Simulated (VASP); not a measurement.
# Nb (P6/mmm) in VASP: further runs, part 2 of 4

VASP 6.6.1. Earlier steps stand in the parts before.

**3. Single point, r2SCAN**

This run uses another cell than the first one, of 19.40 Å³/atom, 1.009 times its volume.

File POSCAR:

```
Nb
1.0
    2.8787726823      0.0000000000      0.0000000000
   -1.4393863411      2.4930902746      0.0000000000
    0.0000000000      0.0000000000      2.7032132146
Nb
1
Direct
    0.0000000000      0.0000000000      0.0000000000
```

File INCAR.step1:

```
ALGO = Normal
EDIFF = 1E-4
ENCUT = 520
GGA = PE
ISMEAR = 0
LASPH = T
LCHARG = F
LREAL = F
LWAVE = T
NBANDS = 12
NELM = 100
PREC = Accurate
SIGMA = 0.1
```

File INCAR.step2:

```
ALGO = Normal
EDIFF = 1E-6
ENCUT = 520
ISIF = 2
ISMEAR = 0
ISTART = 1
LASPH = T
LCHARG = F
LMIXTAU = T
LREAL = F
LWAVE = F
METAGGA = R2SCAN
NBANDS = 12
NELM = 100
PREC = Accurate
SIGMA = 0.1
```

File KPOINTS:

```
k-points
0
Gamma
  9 9 6
```

Potentials or basis: VASP PAW PBE potentials, release 64 (Nb_sv).

Launch:

```sh
$ cat potpaw_PBE.64/Nb_sv/POTCAR > POTCAR
$ cp INCAR.step1 INCAR
$ mpirun -np 1 vasp_std > vasp.out
$ cp INCAR.step2 INCAR
$ mpirun -np 1 vasp_std > vasp.out
```

OUTCAR:

```text
EDIFF = 1E-6
   ENCUT = 520
   ISIF = 2
   ISMEAR = 0
   ISTART = 1
   LASPH = T
   LREAL = F
   METAGGA = R2SCAN
   NELM = 100
   PREC = Accurate

 ion  position               nearest neighbor table
   1  0.000  0.000  0.000-

  LATTYP: Found a hexagonal cell.
 ALAT       =     2.8787726823
 C/A-ratio  =     0.9390158630

  Lattice vectors:

 A1 = (   2.8787726823,   0.0000000000,   0.0000000000)
 A2 = (  -1.4393863411,   2.4930902746,   0.0000000000)
 A3 = (   0.0000000000,   0.0000000000,   2.7032132146)

Analysis of symmetry for initial positions (statically):
=====================================================================
 Subroutine PRICEL returns:
 Original cell was already a primitive cell.

 Routine SETGRP: Setting up the symmetry group for a
 hexagonal supercell.

 Subroutine GETGRP returns: Found 24 space group operations
 (whereof 24 operations were pure point group operations)
 out of a pool of 24 trial point group operations.

The static configuration has the point symmetry D_6h.

Analysis of symmetry for dynamics (positions and initial velocities):
=====================================================================
 Subroutine PRICEL returns:
 Original cell was already a primitive cell.

 Routine SETGRP: Setting up the symmetry group for a
 hexagonal supercell.

 Subroutine GETGRP returns: Found 24 space group operations
 (whereof 24 operations were pure point group operations)
 out of a pool of 24 trial point group operations.

The dynamic configuration has the point symmetry D_6h.

 Subroutine INISYM returns: Found 24 space group operations
 (whereof 24 operations are pure point group operations),
 and found     1 'primitive' translations

----------------------------------------------------------------------------------------

                                     Primitive cell

  volume of cell :      19.4011

  direct lattice vectors                    reciprocal lattice vectors
     2.878772682  0.000000000  0.000000000     0.347370255  0.200554310  0.000000000
    -1.439386341  2.493090275  0.000000000     0.000000000  0.401108620  0.000000000
     0.000000000  0.000000000  2.703213215     0.000000000  0.000000000  0.369930124

  length of vectors
     2.878772682  2.878772682  2.703213215     0.401108620  0.401108620  0.369930124

  position of ions in fractional coordinates (direct lattice)
     0.000000000  0.000000000  0.000000000

  ion indices of the primitive-cell ions
   primitive index   ion index
                 1           1

----------------------------------------------------------------------------------------

 KPOINTS: k-points

Automatic generation of k-mesh.
 Grid dimensions read from file:
 generate k-points for:    9    9    6

 Generating k-lattice:

  Cartesian coordinates                     Fractional coordinates (reciprocal lattice)
     0.038596695  0.022283812  0.000000000     0.111111111 -0.000000000  0.000000000
     0.000000000  0.044567624  0.000000000     0.000000000  0.111111111  0.000000000
     0.000000000  0.000000000  0.061655021     0.000000000  0.000000000  0.166666667

  Length of vectors
     0.044567624  0.044567624  0.061655021

  Shift w.r.t. Gamma in fractional coordinates (k-lattice)
     0.000000000  0.000000000  0.000000000

 Subroutine IBZKPT returns following result:
 ===========================================

 Found     48 irreducible k-points:

 Following reciprocal coordinates:
            Coordinates               Weight
  0.000000  0.000000  0.000000      1.000000
  0.111111 -0.000000  0.000000      6.000000
  0.222222 -0.000000  0.000000      6.000000
  0.333333 -0.000000  0.000000      6.000000
  0.444444 -0.000000  0.000000      6.000000
  0.111111  0.111111  0.000000      6.000000
[... 16 lines left out ...]
  0.333333  0.222222  0.166667     24.000000
  0.333333  0.333333  0.166667      4.000000
 [... further k-points ...]
   k-points           NKPTS =     48   k-points in BZ     NKDIM =     48   number of bands    NBANDS=     12
   number of dos      NEDOS =    301   number of ions     NIONS =      1
   total plane-waves  NPLWV =  11520
   dimension x,y,z NGX =    24 NGY =   24 NGZ =   20
   dimension x,y,z NGXF=    48 NGYF=   48 NGZF=   40
   ions per type =               1
   NGX,Y,Z   is equivalent  to a cutoff of  13.86, 13.86, 12.30 a.u.
   NGXF,Y,Z  is equivalent  to a cutoff of  27.72, 27.72, 24.60 a.u.
 SYSTEM =  unknown system
   PREC   = accura    normal or accurate (medium, high low for compatibility)
   ISTART =      1    job   : 0-new  1-cont  2-samecut
   ICHARG =      0    charge: 1-file 2-atom 10-const
   ISPIN  =      1    spin polarized calculation?
   LNONCOLLINEAR =      F non collinear calculations
   LSORBIT =      F    spin-orbit coupling
   LASPH  =      T    aspherical Exc in radial PAW
   ENCUT  =  520.0 eV  38.22 Ry    6.18 a.u.   5.35  5.35  5.03*2*pi/ulx,y,z
   NELM   =    100;   NELMIN=  2; NELMDL=  0     # of ELM steps
   EDIFF  = 0.1E-05   stopping-criterion for ELM
   LREAL  =      F    real-space projection
   EDIFFG = 0.1E-04   stopping-criterion for IOM
   NSW    =      0    number of steps for IOM
   IBRION =     -1    ionic relax: 0-MD 1-quasi-New 2-CG
   NFREE  =      0    steps in history (QN), initial steepest desc. (CG)
   ISIF   =      2    stress and relaxation
   ISYM   =      2    0-nonsym 1-usesym 2-fastsym
   POTIM  = 0.5000    time-step for ionic-motion
   TEBEG  =    0.0;   TEEND  =   0.0 temperature during run
   PSTRESS=    0.0 pullay stress
   NELECT =      13.0000    total number of electrons
   NUPDOWN=      -1.0000    fix difference up-down
   EMIN   =  10.00;   EMAX   =-10.00  energy-range for DOS
   EFERMI =   0.00;   METHOD = LEGACY
   ISMEAR =     0;   SIGMA  =   0.10  broadening in eV -4-tet -1-fermi 0-gaus
   EFERMI_NEDOS =   21; number of points for ismear=-14 and -15
   IALGO  =     38    algorithm
   IMIX   =      4    mixing-type and parameters
     AMIX     =   0.40;   BMIX     =  1.00
     AMIX_MAG =   1.60;   BMIX_MAG =  1.00
  volume/ion in A,a.u.               =      19.40       130.92
  Fermi-wavevector in a.u.,A,eV,Ry     =   1.432564  2.707154 27.922418  2.052240
  Thomas-Fermi vector in A             =   2.552178
   LORBIT       =      0    0 simple, 1 ext, 2 COOP (PROOUT), +10 PAW based schemes
   METAGGA = R2SCAN    functional components
   LHFCALC =     F    Hartree Fock is set to
   AEXX    =    0.0000 exact exchange contribution
   IVDW    =     0    specifies the selected vdW correction
   LEPSILON=     F    determine dielectric tensor
   LRPA    =     F    only Hartree local field effects (RPA)
 non-spin polarized calculation
 Gauss-broadening in eV      SIGMA  =   0.10
  energy-cutoff  :      520.00
  volume of cell :       19.40
 maximum number of plane-waves:       550
 NGX is ok and might be reduce to    24
   NGX = 11   NGY = 11   NGZ = 11

 number of electron      12.9999998 magnetization

 Free energy of the ion-electron system (eV)
  ---------------------------------------------------
  ext. energy  EPLUGINS =         0.00000000
  ---------------------------------------------------
  free energy    TOTEN  =       -24.24458722 eV

  energy without entropy =      -24.24146302  energy(sigma->0) =      -24.24302512

 E-fermi :  10.3595     XC(G=0): -13.0988

 val. band max:       10.3286615391   @ k =   0.3333   0.1111   0.0000
 cond. band min:      10.4060926726   @ k =   0.1111  -0.0000   0.1667
 fundamental gap:      0.0774311336
 Fermi energy:        10.3594932346

 k-point     1 :       0.0000    0.0000    0.0000
  band No.  band energies     occupation
      1     -46.1585      2.00000
      2     -20.7786      2.00000
      3     -20.7786      2.00000
      4     -20.6019      2.00000
      5       4.1413      2.00000
      6       7.2586      2.00000
      7      10.6866      0.00000
      8      10.6866      0.00000
      9      15.9249      0.00000
     10      15.9249      0.00000
     11      22.9257      0.00000
     12      25.7555      0.00000
[... 331 lines left out ...]
 k-point    24 :       0.3333    0.3333    0.1667
  band No.  band energies     occupation
      1     -45.8633      2.00000
      2     -21.6856      2.00000
      3     -21.6856      2.00000
      4     -20.8245      2.00000
      5       9.0471      2.00000
      6       9.0471      2.00000
      7      10.1813      1.98825
      8      12.2769      0.00000
      9      12.2769      0.00000
     10      19.3715      0.00000
     11      20.9125      0.00000
     12      20.9125      0.00000

 [... further k-points ...]

------------------------ aborting loop because EDIFF is reached ----------------------------------------

  FORCE on cell =-STRESS in cart. coord.  units (eV):
  Direction    XX          YY          ZZ          XY          YZ          ZX
  --------------------------------------------------------------------------------------
  -------------------------------------------------------------------------------------
  Total       -0.0058109     -0.0058109     -0.0250340     -0.0000000     -0.0000000      0.0000000
  in kB       -0.4798751     -0.4798751     -2.0673579     -0.0000000     -0.0000000      0.0000000
  external PRESSURE =      -1.0090361 kB  Pullay stress =       0.0000000 kB

 VOLUME and BASIS-vectors are now :
 -----------------------------------------------------------------------------
  energy-cutoff  :      520.00
  volume of cell :       19.40
      direct lattice vectors                 reciprocal lattice vectors
     2.878772682  0.000000000  0.000000000     0.347370255  0.200554310  0.000000000
    -1.439386341  2.493090275  0.000000000     0.000000000  0.401108620  0.000000000
     0.000000000  0.000000000  2.703213215     0.000000000  0.000000000  0.369930124

 POSITION                                       TOTAL-FORCE (eV/Angst)
 -----------------------------------------------------------------------------------
      0.00000      0.00000      0.00000         0.000000      0.000000      0.000000
 -----------------------------------------------------------------------------------
    total drift:                               -0.000000      0.000000      0.000000

  FREE ENERGIE OF THE ION-ELECTRON SYSTEM (eV)
  ---------------------------------------------------
  free  energy   TOTEN  =       -24.2445872190 eV

  energy  without entropy=      -24.2414630214  energy(sigma->0) =      -24.24302512
```

OSZICAR.step1:

```text
N       E                     dE             d eps       ncg     rms          rms(c)
DAV:   1     0.114878429610E+03    0.11488E+03   -0.72083E+03  1160   0.107E+03
DAV:   2    -0.510960506529E+01   -0.11999E+03   -0.11495E+03  1240   0.378E+02
DAV:   3    -0.958429973000E+01   -0.44747E+01   -0.42404E+01  1652   0.646E+01
DAV:   4    -0.992433351315E+01   -0.34003E+00   -0.33623E+00  1668   0.161E+01
DAV:   5    -0.993772146031E+01   -0.13388E-01   -0.13382E-01  1660   0.250E+00    0.665E+00
DAV:   6    -0.961512729804E+01    0.32259E+00   -0.51717E-01  1828   0.900E+00    0.253E+00
DAV:   7    -0.958810753123E+01    0.27020E-01   -0.14747E-01  1888   0.483E+00    0.979E-01
DAV:   8    -0.959446421512E+01   -0.63567E-02   -0.12752E-02  1312   0.143E+00    0.487E-02
DAV:   9    -0.959453490014E+01   -0.70685E-04   -0.10467E-03  1928   0.309E-01    0.486E-02
DAV:  10    -0.959454709811E+01   -0.12198E-04   -0.17924E-05   736   0.595E-02
   1 F= -.95945471E+01 E0= -.95918802E+01  d E =-.533375E-02
```

Wall time 13 s (1 thread of Intel Xeon 6975P-C (Granite Rapids), shared host); peak memory 0.14 GiB.

Results:

* Free energy: -24.2446 eV
* Pressure: -0.1 GPa
* Band gap on the k mesh: none (metal or under the smearing width)

Caveat: the k mesh is coarse (spacing up to 0.39 Å⁻¹), so the values aren't converged; the PAW data sets were made with another functional, which shifts forces and pressure a little.

[end of part 2 of 4]
